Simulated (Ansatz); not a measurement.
A 10-atom cell of Al2O3 built on the corundum structure (relaxed group R-3c) was relaxed with 3 functionals in Ansatz, cell and atoms free, the symmetry of the start kept (meshes: PBE 6×6×6, r2SCAN 6×6×6, PBEsol 6×6×6). Spin-unpolarised throughout.

The PBEsol result:
Space group R-3c:H (No. 167). a = 4.774 Å, b = 4.774 Å, c = 13.015 Å, α = 90.00°, β = 90.00°, γ = 120.00°

| atom | site | symmetry | x | y | z |
| --- | --- | --- | --- | --- | --- |
| Al | 12c | 3. | 0.3333 | 0.6667 | 0.3146 |
| O | 18e | .2 | 0.0275 | 0.6667 | 0.4167 |

Space group R-3c (No. 167), trigonal; a = 4.774 Å, c = 13.015 Å in the conventional setting, 8.56 Å³ an atom. Around Al lie 6 O at 1.86–1.97 Å; around O lie 4 Al at 1.86–1.97 Å.

(1) Order the functionals by the relaxed volume, smallest first.
A. PBEsol
B. PBE
C. r2SCAN

(2) How does the cell change with PBE?

(3) What lattice does r2SCAN give?

(4) Held at the r2SCAN cell, what mean stress does PBE find, and does its sign point to its own minimum?

(5) How do the relaxed cells compare with measured ones?

## Answers

(1) C (8.49 Å³/atom), A (8.56 Å³/atom), B (8.76 Å³/atom).

(2) a = 4.809 Å, c = 13.125 Å; the volume differs by +2.3 % from PBEsol's. Around Al lie 6 O at 1.87–1.99 Å; around O lie 4 Al at 1.87–1.99 Å.

(3) a = 4.759 Å, c = 12.995 Å; the volume differs by -0.8 % from PBEsol's. Al has 6 O at 1.86–1.97 Å; O has 4 Al at 1.86–1.97 Å.

(4) Yes. PBE +7.56 GPa, and its relaxed volume is +3.1 % from r2SCAN's. Compression counts positive, so a positive stress asks for a larger cell.

(5)
Comparison with experiment:
- Lattice constant a, measured 4.7586 Å: PBE 4.809 (+1.1 %), r2SCAN 4.759 (0.0 %), PBEsol 4.774 (+0.3 %). Source: 4.7586 ± 0.0002 Å (a, hexagonal cell; powder XRD, Rietveld; powder; instrument check on SRM 676a; fitted value is 1.6e-4 Å below the certificate value, uncorrected mis-calibration; “Effects of physical and chemical pressure on charge density wave transitions in LaAg1-xAuxSb2 single crystals”, 2022, arxiv:2211.11873).
- Lattice constant c, measured 12.9903 Å: PBE 13.125 (+1.0 %), r2SCAN 12.995 (0.0 %), PBEsol 13.015 (+0.2 %). Source: 12.9903 ± 0.0007 Å (c, hexagonal cell; powder XRD, Rietveld; powder; instrument check on SRM 676a; fitted value is 1.6e-4 Å below the certificate value, uncorrected mis-calibration; “Effects of physical and chemical pressure on charge density wave transitions in LaAg1-xAuxSb2 single crystals”, 2022, arxiv:2211.11873).
The calculated lattice is static; the measured one holds thermal expansion and zero-point motion. Reports marked as nanostructured, strained, doped, implanted or mixed samples, and transport gaps, were set aside.
